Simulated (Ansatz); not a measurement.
FeCo: cell moment and pressure against volume per atom

All results are calculated (Ansatz 0.2.0). Periodic Kohn-Sham DFT of a crystal at fixed atoms; pressure and stress are positive in compression; the energy is the free energy less that of spherical unpolarised free atoms; site moments are those in the method's own spheres, positive along +z.

Cell of the first row (space group Pm-3m, No. 221):
```
FeCo
1.0
      2.8086     0.0000     0.0000
      0.0000     2.8086     0.0000
      0.0000     0.0000     2.8086
Fe Co
1 1
Direct
  0.50000 0.50000 0.50000
  0.00000 0.00000 0.00000
```

Settings of every row: method frozen-core PAW; functional PBE; relativity scalar; k mesh 11x11x11; filling fermi-dirac; smearing width 0.05 eV; wave cutoff 420 eV; paw set soft_2.

Atom:
| element | start moment (bohr magneton) |
| --- | --- |
| Fe | 3 |
| Co | 2 |

| row | volume per atom (Å³) | cell moment (bohr magneton) | pressure (GPa) |
| --- | --- | --- | --- |
| 1 | 11.077 | 4.428 | 7.677 |
| 2 | 11.369 | ? | ? |
| 3 | 11.66 | 4.522 | -2.569 |
| 4 | 11.952 | 4.564 | -6.69 |
| 5 | 12.243 | 4.606 | -10.248 |

Question: what cell moment and pressure should row 2 give?

Worked fit of cell moment. Take t = volume per atom − 12, in Å³. The shown rows have t = -0.923, -0.34, -0.048, 0.243. Their means are -0.267 and 4.53 bohr magneton; the sums about the means are S_tt = 0.7437 and S_ty = 0.1137, whose ratio is the slope. Least squares give cell moment = 4.5708 + 0.1529 × t bohr magneton. The rows lie off it by -0.002, 0.003, 0.001, -0.002. The withheld row has t = -0.631, so the fit gives 4.5708 + 0.1529 × (-0.631) = 4.474 bohr magneton.

The calculation gave 4.476 bohr magneton. The fit lies 0.002 bohr magneton (1.1 % of the column's range) below it; its largest miss of a shown row is 0.003 bohr magneton.

Worked fit of pressure. Take u = (V_r/V)^(2/3) − 1 with V_r = 11.806 Å³ an atom, which is twice the finite (Eulerian) strain; such expansions in the strain, on which the Birch-Murnaghan equation of state is built, carry the rest volume and the bulk modulus. The shown rows have u = 0.04341, 0.00833, -0.00816, -0.02394. Least squares give pressure = −4.7062 + 250.52 × u + 799.88 × u² GPa; a straight line predicts inner rows, each left out in turn, worse (root mean square 0.55 against 0.015 GPa). The rows lie off it by 0.001, -0.005, 0.007, -0.003 (root mean square 0.0046 GPa). The pressure vanishes at u = 0.0178, or V = 11.5 Å³ an atom, and there the bulk modulus at fixed shape and fractions is B = −V dP/dV = (2/3)(1 + u) dP/du = 189 GPa. The withheld row has u = 0.02546, so the fit gives −4.7062 + 250.52 × (0.02546) + 799.88 × (0.02546)² = 2.191 GPa.

The calculation gave 2.19 GPa. The fit lies 0.001 GPa (0.0056 % of the column's range) above it, one unit of the last digit.
